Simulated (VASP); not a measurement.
A run of VASP 6.6.1:

The input INCAR:

```
SYSTEM = CuAu
ALGO = Normal
EDIFF = 1E-7
ENCUT = 520
GGA = PE
ISIF = 2
ISMEAR = -1
LASPH = .TRUE.
LCHARG = .TRUE.
LELF = .TRUE.
LREAL = .FALSE.
LVHAR = .TRUE.
LWAVE = .FALSE.
NBANDS = 18
NELM = 100
PREC = Accurate
SIGMA = 0.05
```

The input KPOINTS:

```
k-points
0
G
  9 9 7
  0 0 0
```

File POSCAR:

```
CuAu
1.0
    2.8107494552      0.0000000000      0.0000000000
    0.0000000000      2.8107494552      0.0000000000
    0.0000000000      0.0000000000      3.6850000000
Au Cu
1 1
Direct
    0.0000000000      0.0000000000      0.0000000000
    0.5000000000      0.5000000000      0.5000000000
```

Potentials or basis: VASP PAW PBE potentials, release 64 (Au, Cu).

The run is started by

```bash
$ cat potpaw_PBE.64/Au/POTCAR potpaw_PBE.64/Cu/POTCAR > POTCAR
$ mpirun -np 1 vasp_std > vasp.out
```

Hardware: 1 thread of Intel(R) Xeon(R) Platinum 8488C (Sapphire Rapids), on a shared host.

**Question.** How long does it take, and how much memory?

**Answer.** Wall time 24 s on 1 thread of Intel(R) Xeon(R) Platinum 8488C (Sapphire Rapids) (shared host), peak memory 0.16 GiB. Counts: scf iterations 14, k points 60.
